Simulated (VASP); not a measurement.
# PtSe (F-43m) in VASP: a series of runs

One crystal, PtSe, is run at these levels: r2SCAN+U; tasks: single point.

All numbers are computed with VASP 6.6.1; they aren't measurements. Logs are shortened: lines on timing, memory, paths and dates and some standing lists are left out, and cuts for length are marked.

### 1 Starting point

The structure is cubic, space group F-43m (No. 216). Conventional cell: a = 6.075 Å, b = 6.075 Å, c = 6.075 Å, α = 90.00°, β = 90.00°, γ = 90.00°. Around Pt (site symmetry -43m) lie 4 Se at 2.63 Å. Around Se (site symmetry -43m) lie 4 Pt at 2.63 Å.

The cell comes from a database or a generator and needn't be the stable form of this composition.

### 2 Single point, r2SCAN+U, collinear spin, ferromagnetic start

The input, INCAR:

```
ALGO = Normal
EDIFF = 1E-7
ENCUT = 520
ISIF = 2
ISMEAR = 0
ISPIN = 2
LASPH = T
LCHARG = F
LDAU = T
LDAUJ = 0 0
LDAUL = 2 -1
LDAUPRINT = 1
LDAUTYPE = 2
LDAUU = 3 0
LMAXMIX = 4
LMIXTAU = T
LORBIT = 11
LREAL = F
LWAVE = F
MAGMOM = 0.5 0
METAGGA = R2SCAN
NELM = 100
NUPDOWN = 3
PREC = Accurate
SIGMA = 0.05
```

The input, KPOINTS:

```
k-points
0
Gamma
  5 5 5
```

The input, POSCAR:

```
PtSe
1.0
    0.0000000000      3.0374472300      3.0374472300
    3.0374472300      0.0000000000      3.0374472300
    3.0374472300      3.0374472300      0.0000000000
Pt Se
1 1
Direct
    0.0000000000      0.0000000000      0.0000000000
    0.2500000000      0.2500000000      0.2500000000
```

Potentials or basis: VASP PAW PBE potentials, release 64 (Pt, Se).

The run is started by

```sh
$ cat potpaw_PBE.64/Pt/POTCAR potpaw_PBE.64/Se/POTCAR > POTCAR
$ mpirun -np 1 vasp_std > vasp.out
```

OUTCAR:

```text
EDIFF = 1E-7
   ENCUT = 520
   ISIF = 2
   ISMEAR = 0
   ISPIN = 2
   LASPH = T
   LORBIT = 11
   LREAL = F
   METAGGA = R2SCAN
   NELM = 100
   NUPDOWN = 3
   PREC = Accurate

 ion  position               nearest neighbor table
   1  0.000  0.000  0.000-   2 2.63   2 2.63   2 2.63   2 2.63
   2  0.250  0.250  0.250-   1 2.63   1 2.63   1 2.63   1 2.63

  LATTYP: Found a face centered cubic cell.
 ALAT       =     6.0748944600

  Lattice vectors:

 A1 = (   0.0000000000,   3.0374472300,   3.0374472300)
 A2 = (   3.0374472300,   0.0000000000,   3.0374472300)
 A3 = (   3.0374472300,   3.0374472300,   0.0000000000)

Analysis of symmetry for initial positions (statically):
=====================================================================
 Subroutine PRICEL returns:
 Original cell was already a primitive cell.

 Routine SETGRP: Setting up the symmetry group for a
 face centered cubic supercell.

 Subroutine GETGRP returns: Found 24 space group operations
 (whereof 24 operations were pure point group operations)
 out of a pool of 48 trial point group operations.

The static configuration has the point symmetry T_d .

Analysis of symmetry for dynamics (positions and initial velocities):
=====================================================================
 Subroutine PRICEL returns:
 Original cell was already a primitive cell.

 Routine SETGRP: Setting up the symmetry group for a
 face centered cubic supercell.

 Subroutine GETGRP returns: Found 24 space group operations
 (whereof 24 operations were pure point group operations)
 out of a pool of 48 trial point group operations.

The dynamic configuration has the point symmetry T_d .

Analysis of structural, dynamic, and magnetic symmetry:
=====================================================================
 Subroutine PRICEL returns:
 Original cell was already a primitive cell.

 Routine SETGRP: Setting up the symmetry group for a
 face centered cubic supercell.

 Subroutine GETGRP returns: Found 24 space group operations
 (whereof 24 operations were pure point group operations)
 out of a pool of 48 trial point group operations.

The overall configuration has the point symmetry T_d .

 Subroutine INISYM returns: Found 24 space group operations
 (whereof 24 operations are pure point group operations),
 and found     1 'primitive' translations

----------------------------------------------------------------------------------------

                                     Primitive cell

[... 171 lines left out ...]

 E-fermi :   1.7256     XC(G=0):  -9.6666

 val. band max:        5.9746287171   @ k =   0.4000   0.2000   0.0000
 cond. band min:       1.7282541454   @ k =   0.4000   0.4000   0.0000
 fundamental gap:     -4.2463745717
 Fermi energy:         6.0449899645

 spin component 1

 k-point     1 :       0.0000    0.0000    0.0000
  band No.  band energies     occupation
      1     -11.6324      1.00000
      2      -3.3688      1.00000
      3      -3.3688      1.00000
      4      -3.3688      1.00000
      5      -1.4285      1.00000
      6      -1.4285      1.00000
      7       2.7700      1.00000
      8       3.2008      1.00000
      9       3.2008      1.00000
     10       3.2008      1.00000
     11       9.3995      0.00000
     12       9.3995      0.00000
[... 121 lines left out ...]
 k-point    10 :      -0.4000    0.4000    0.2000
  band No.  band energies     occupation
      1     -11.1249      1.00000
      2      -2.9808      1.00000
      3      -2.8031      1.00000
      4      -2.4867      1.00000
      5      -1.6253      1.00000
      6      -1.4481      1.00000
      7      -0.8998      1.00000
      8       0.3413      1.00000
      9       1.2883      1.00000
     10       6.9179      0.00000
     11       8.3900      0.00000
     12       9.6533      0.00000
 Fermi energy:         1.7256208432

 spin component 2

 k-point     1 :       0.0000    0.0000    0.0000
  band No.  band energies     occupation
      1     -10.4631      1.00000
      2      -1.2070      1.00000
      3      -1.2070      1.00000
      4      -1.2065      1.00000
      5      -0.5901      1.00000
      6      -0.5894      1.00000
      7       4.0149      0.00000
      8       5.4073      0.00000
      9       5.4073      0.00000
     10       5.4078      0.00000
     11      10.1185      0.00000
     12      10.1185      0.00000
[... 121 lines left out ...]
 k-point    10 :      -0.4000    0.4000    0.2000
  band No.  band energies     occupation
      1      -9.8430      1.00000
      2      -1.8978      1.00000
      3      -1.4036      1.00000
      4      -0.6438      1.00000
      5      -0.1853      1.00000
      6       0.1671      1.00000
      7       1.7039      0.73085
      8       2.2139      0.00000
      9       3.0708      0.00000
     10       8.4089      0.00000
     11       9.3959      0.00000
     12      10.3723      0.00000

------------------------ aborting loop because EDIFF is reached ----------------------------------------

  FORCE on cell =-STRESS in cart. coord.  units (eV):
  Direction    XX          YY          ZZ          XY          YZ          ZX
  --------------------------------------------------------------------------------------
  -------------------------------------------------------------------------------------
  Total       -0.7575933     -0.7575933     -0.7575933      0.0000000      0.0000000      0.0000000
  in kB      -21.6566116    -21.6566116    -21.6566116      0.0000000      0.0000000      0.0000000
  external PRESSURE =     -21.6566116 kB  Pullay stress =       0.0000000 kB

 VOLUME and BASIS-vectors are now :
 -----------------------------------------------------------------------------
  energy-cutoff  :      520.00
  volume of cell :       56.05
      direct lattice vectors                 reciprocal lattice vectors
     0.000000000  3.037447230  3.037447230    -0.164611913  0.164611913  0.164611913
     3.037447230  0.000000000  3.037447230     0.164611913 -0.164611913  0.164611913
     3.037447230  3.037447230  0.000000000     0.164611913  0.164611913 -0.164611913

 POSITION                                       TOTAL-FORCE (eV/Angst)
 -----------------------------------------------------------------------------------
      0.00000      0.00000      0.00000        -0.000000     -0.000000     -0.000000
      1.51872      1.51872      1.51872         0.000000      0.000000      0.000000
 -----------------------------------------------------------------------------------
    total drift:                                0.000000      0.000000      0.000000

  FREE ENERGIE OF THE ION-ELECTRON SYSTEM (eV)
  ---------------------------------------------------
  free  energy   TOTEN  =       -60.9225737143 eV

  energy  without entropy=      -60.9168800100  energy(sigma->0) =      -60.91972686

 total charge

# of ion       s       p       d       tot
------------------------------------------
    1        0.660   0.330   7.947   8.937
    2        1.476   2.233   0.059   3.768
--------------------------------------------------
tot          2.136   2.563   8.007  12.705

 magnetization (x)

# of ion       s       p       d       tot
------------------------------------------
    1        0.185   0.113   1.399   1.696
    2        0.085   0.623   0.009   0.717
--------------------------------------------------
tot          0.269   0.736   1.408   2.413
```

OSZICAR:

```text
N       E                     dE             d eps       ncg     rms          rms(c)
DAV:   1     0.197160525947E+02    0.19716E+02   -0.69041E+03   480   0.111E+03
DAV:   2    -0.612656417005E+02   -0.80982E+02   -0.77625E+02   564   0.204E+02
DAV:   3    -0.648523445982E+02   -0.35867E+01   -0.35361E+01   572   0.456E+01
DAV:   4    -0.648850523060E+02   -0.32708E-01   -0.32678E-01   540   0.488E+00
DAV:   5    -0.648855384779E+02   -0.48617E-03   -0.48616E-03   564   0.583E-01    0.120E+01
DAV:   6    -0.606538910753E+02    0.42316E+01   -0.71434E+00   480   0.258E+01    0.795E+00
DAV:   7    -0.607998804763E+02   -0.14599E+00   -0.48883E-01   480   0.864E+00    0.404E+00
DAV:   8    -0.608842499698E+02   -0.84369E-01   -0.25600E-01   480   0.389E+00    0.248E+00
DAV:   9    -0.609103802689E+02   -0.26130E-01   -0.53622E-02   480   0.233E+00    0.610E-01
DAV:  10    -0.609195304175E+02   -0.91501E-02   -0.26482E-02   500   0.171E+00    0.223E-01
DAV:  11    -0.609220615180E+02   -0.25311E-02   -0.40377E-03   496   0.594E-01    0.124E-01
DAV:  12    -0.609224519074E+02   -0.39039E-03   -0.35487E-04   508   0.190E-01    0.666E-02
DAV:  13    -0.609225585054E+02   -0.10660E-03   -0.31106E-04   516   0.141E-01    0.250E-02
DAV:  14    -0.609225724973E+02   -0.13992E-04   -0.34394E-05   512   0.568E-02    0.125E-02
DAV:  15    -0.609225729851E+02   -0.48778E-06   -0.23705E-06   544   0.180E-02    0.557E-03
DAV:  16    -0.609225731604E+02   -0.17532E-06   -0.30108E-06   516   0.150E-02    0.179E-03
DAV:  17    -0.609225737718E+02   -0.61142E-06   -0.49838E-07   496   0.673E-03    0.103E-03
DAV:  18    -0.609225737143E+02    0.57513E-07   -0.19695E-08   300   0.132E-03
   1 F= -.60922574E+02 E0= -.60919727E+02  d E =-.569370E-02  mag=     3.0000
```

stdout:

```text
POSCAR found type information on POSCAR PtSe
 POSCAR found :  2 types and       2 ions
 scaLAPACK will be used
 -----------------------------------------------------------------------------
|                                                                             |
|                                                                             |
|     You enforced a specific xc type in the INCAR file but a different       |
|     I HOPE YOU KNOW WHAT YOU ARE DOING!                                     |
|                                                                             |
 -----------------------------------------------------------------------------

 LDA part: xc-table for (None), standard interpolation
 POSCAR, INCAR and KPOINTS ok, starting setup
 FFT: planning ... GRIDC
 FFT: planning ... GRID_SOFT
 FFT: planning ... GRID
 WAVECAR not read
 entering main loop
```

Run time: 40 s. Hardware: 1 thread of Intel Xeon 6975P-C (Granite Rapids), shared host; peak memory 0.22 GiB.

Results:

| Item | Value |
| --- | --- |
| Free energy | -60.9226 eV |
| Pressure | -2.2 GPa |
| Net moment | 3.00 μB per cell |
| Site moments | Pt +1.70; Se +0.72 μB |
| Valence electrons inside the program's atomic spheres | Pt 8.94; Se 3.77 |

Eigenvalues of the final occupation matrices:
```csv
site,spin,trace,eigenvalues
site 1 d,1,4.70,0.93 0.93 0.94 0.94 0.94
site 1 d,2,3.29,0.51 0.51 0.51 0.89 0.89
```

Caveat: the moment is held away from its start; the PAW data sets were made with another functional, which shifts forces and pressure a little; the total moment is fixed, so each spin has its own Fermi level. Spin-orbit coupling is left out, which matters for the levels of Pt.

(Continued in part 2 of 2.)
